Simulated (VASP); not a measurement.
Input of a VASP 6.6.1 run:

INCAR

```
SYSTEM = ZnS
PREC = Accurate
ENCUT = 520
EDIFF = 1E-6
ISMEAR = 0
SIGMA = 0.02
LREAL = .FALSE.
LASPH = .TRUE.
NELM = 80
ALGO = Normal
ISIF = 2
LWAVE = .FALSE.
LCHARG = .FALSE.
GGA = PE
NBANDS = 26
```

File KPOINTS:

```
regular mesh
0
G
  8 8 5
  0 0 0
```

POSCAR

```
ZnS
1.0
    3.8110000000      0.0000000000      0.0000000000
   -1.9055000000      3.3004228138      0.0000000000
    0.0000000000      0.0000000000      6.2340000000
Zn S
2 2
Direct
    0.6666666667      0.3333333333      0.5000000000
    0.3333333333      0.6666666667      0.0000000000
    0.6666666667      0.3333333333      0.8850000000
    0.3333333333      0.6666666667      0.3850000000
```

Potentials or basis: VASP PAW PBE potentials, release 64 (Zn, S).

Run with:

```console
$ cat potpaw_PBE.64/Zn/POTCAR potpaw_PBE.64/S/POTCAR > POTCAR
$ mpirun -np 1 vasp_std > vasp.out
```

Task: What does it give for the largest force?

Result: 0.323 eV/Å.

Task: Predict the pressure.

Result: 2.5 GPa.

Task: What does it give for the band gap on the k mesh?

Result: 2.25 eV, direct.

Stress tensor (GPa, compression positive):
```
3.18 0.00 0.00
0.00 3.18 0.00
0.00 0.00 1.12
```

**Measured values to compare with.**

From a printed reference work, monograph, for a bulk crystal of ZnS at 4 K: band gap 3.911 eV (direct).

Against the measured gap of ZnS, 3.911 eV (direct; 4 K; a printed reference work, monograph), the calculated 2.25 eV is off by -1.66 eV. The value is that of PBE, without temperature or zero-point motion. Semilocal functionals fall short of measured gaps as a rule.
